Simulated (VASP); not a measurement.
**VASP 6.6.1 run: CdS**

INCAR

```
LWAVE = .FALSE.
ENCUT = 520
ISIF = 2
SIGMA = 0.02
ISMEAR = -1
NBANDS = 16
EDIFF = 1E-7
PREC = Accurate
NELM = 120
NELMIN = 4
IBRION = -1
GGA = PE
NSW = 0
LCHARG = .FALSE.
LREAL = Auto
LASPH = .TRUE.
```

KPOINTS

```
KPOINTS created by Atomic Simulation Environment
0
Gamma
8 8 8
0 0 0
```

POSCAR

```
Cd S
 1.0000000000000000
     0.0000000000000000    2.8510383978000000    3.0637898083000001
     2.8510383978000000    0.0000000000000000    3.0637898083000001
     2.8510383978000000    2.8510383978000000    0.0000000000000000
 Cd  S
   1   1
Cartesian
  0.0000000000000000  0.0000000000000000  0.0000000000000000
  1.4255191989000000  1.4255191989000000  1.5318949041500001
```

The recommended PBE PAW datasets give the neutral cell 18 valence electrons.

Command

```
mpirun -np 1 vasp_std
```

OSZICAR

```
N       E                     dE             d eps       ncg     rms          rms(c)
DAV:   1     0.107322636853E+03    0.10732E+03   -0.91838E+03  1960   0.103E+03
DAV:   2    -0.246852429710E+01   -0.10979E+03   -0.10352E+03  2264   0.251E+02
DAV:   3    -0.663889656284E+01   -0.41704E+01   -0.41620E+01  2352   0.509E+01
DAV:   4    -0.666437498829E+01   -0.25478E-01   -0.25476E-01  2376   0.391E+00
DAV:   5    -0.666471693401E+01   -0.34195E-03   -0.34194E-03  2440   0.431E-01    0.800E+00
DAV:   6    -0.613500674297E+01    0.52971E+00   -0.84431E-01  2808   0.115E+01    0.644E+00
DAV:   7    -0.611549109938E+01    0.19516E-01   -0.19770E-01  2424   0.305E+00    0.315E+00
DAV:   8    -0.611572464964E+01   -0.23355E-03   -0.18083E-02  2280   0.170E+00    0.305E-01
DAV:   9    -0.611563881641E+01    0.85833E-04   -0.20750E-03  2368   0.672E-01    0.595E-02
DAV:  10    -0.611576247257E+01   -0.12366E-03   -0.24562E-04  2384   0.157E-01    0.676E-02
DAV:  11    -0.611584302032E+01   -0.80548E-04   -0.13037E-04  2256   0.908E-02    0.232E-02
DAV:  12    -0.611583505125E+01    0.79691E-05   -0.24721E-05  2608   0.645E-02    0.102E-02
DAV:  13    -0.611583630670E+01   -0.12555E-05   -0.40383E-06  2192   0.118E-02    0.110E-02
DAV:  14    -0.611583597399E+01    0.33271E-06   -0.34337E-07  2608   0.345E-03    0.490E-03
DAV:  15    -0.611583595774E+01    0.16248E-07   -0.38894E-08  1584   0.127E-03
   1 F= -.61158360E+01 E0= -.61158360E+01  d E =-.139657E-11
```

From OUTCAR

```
k-points           NKPTS =     59   k-points in BZ     NKDIM =     59   number of bands    NBANDS=     16

   NELECT =      18.0000    total number of electrons

   dimension x,y,z NGX =    32 NGY =   32 NGZ =   30
   dimension x,y,z NGXF=    64 NGYF=   64 NGZF=   60

  energy-cutoff  :      520.00
  volume of cell :       49.81
      direct lattice vectors                 reciprocal lattice vectors
     0.000000000  2.851038398  3.063789808    -0.175374699  0.175374699  0.163196574
     2.851038398  0.000000000  3.063789808     0.175374699 -0.175374699  0.163196574
     2.851038398  2.851038398  0.000000000     0.175374699  0.175374699 -0.163196574

 k-points in reciprocal lattice and weights: KPOINTS created by Atomic Simulation Env
   0.00000000  0.00000000  0.00000000       0.002
   0.12500000  0.00000000  0.00000000       0.016
   0.25000000  0.00000000  0.00000000       0.016
   0.37500000  0.00000000  0.00000000       0.016
   0.50000000  0.00000000  0.00000000       0.008
   0.12500000  0.12500000  0.00000000       0.004
   0.25000000  0.12500000  0.00000000       0.016
   0.37500000  0.12500000  0.00000000       0.016
   ...

 E-fermi :   1.7864

 k-point     1 :       0.0000    0.0000    0.0000
  band No.  band energies     occupation
      1     -11.0564      2.00000
      2      -6.4612      2.00000
      3      -6.4128      2.00000
      4      -6.4128      2.00000
      5      -5.9757      2.00000
      6      -5.9489      2.00000
      7       1.1080      2.00000
      8       1.3528      2.00000
      9       1.3528      2.00000
     10       2.4030      0.00000
     11       7.8495      0.00000
     12       7.8610      0.00000
     13       7.8610      0.00000
     14      12.0444      0.00000
     15      12.8004      0.00000
     16      13.2536      0.00000

 k-point     2 :       0.1250    0.0000    0.0000
  band No.  band energies     occupation
      1     -10.9942      2.00000
      2      -6.4319      2.00000
      3      -6.3906      2.00000
      4      -6.3690      2.00000
      5      -5.9729      2.00000
      6      -5.9528      2.00000
      7       0.2389      2.00000
      8       1.0688      2.00000
      9       1.2445      2.00000
     10       3.2480      0.00000
     11       7.5416      0.00000
     12       8.0574      0.00000
     13       8.0833      0.00000
     14      11.6503      0.00000
     15      12.5463      0.00000
     16      13.3399      0.00000

 k-point     3 :       0.2500    0.0000    0.0000
  band No.  band energies     occupation
      1     -10.8433      2.00000
      2      -6.3805      2.00000
      3      -6.3410      2.00000
      4      -6.1908      2.00000
      5      -5.9562      2.00000
      6      -5.9548      2.00000
      7      -1.2093      2.00000
      8       0.7685      2.00000
      9       1.0011      2.00000
     10       4.0414      0.00000
     11       7.4674      0.00000
     12       8.3239      0.00000
     13       8.4872      0.00000
     14      11.6450      0.00000
     15      12.1002      0.00000
     16      12.8004      0.00000

 ...

  Total        1.0205136      1.0205136      0.5714542      0.0000000      0.0000000     -0.0000000
  in kB       32.8272330     32.8272330     18.3821774      0.0000000      0.0000000     -0.0000000
  external PRESSURE =      28.0122145 kB  Pullay stress =       0.0000000 kB

 POSITION                                       TOTAL-FORCE (eV/Angst)
 -----------------------------------------------------------------------------------
      0.00000      0.00000      0.00000        -0.000000     -0.000000     -0.000000
      1.42552      1.42552      1.53189         0.000000      0.000000      0.000000
 -----------------------------------------------------------------------------------
    total drift:                                0.000002      0.000002      0.000001

  FREE ENERGIE OF THE ION-ELECTRON SYSTEM (eV)
  ---------------------------------------------------
  free  energy   TOTEN  =        -6.1158359577 eV

  energy  without entropy=       -6.1158359577  energy(sigma->0) =       -6.11583596
```

It converged. Results: gap between bands v and c on the k mesh 1.05 eV; least direct gap on the k mesh 1.05 eV; pressure 2.8 GPa. Band v is the last that the valence electrons fill when counted band by band, and c is the next.

For comparison, a separate PBE run of the intended cell, on usual settings and not on those above, gives a gap of 1.05 eV on its mesh and a pressure of 2.8 GPa.

The run above took about 53 s on one core of a shared host (Intel Xeon Platinum 8488C) and held 0.18 GiB at most.
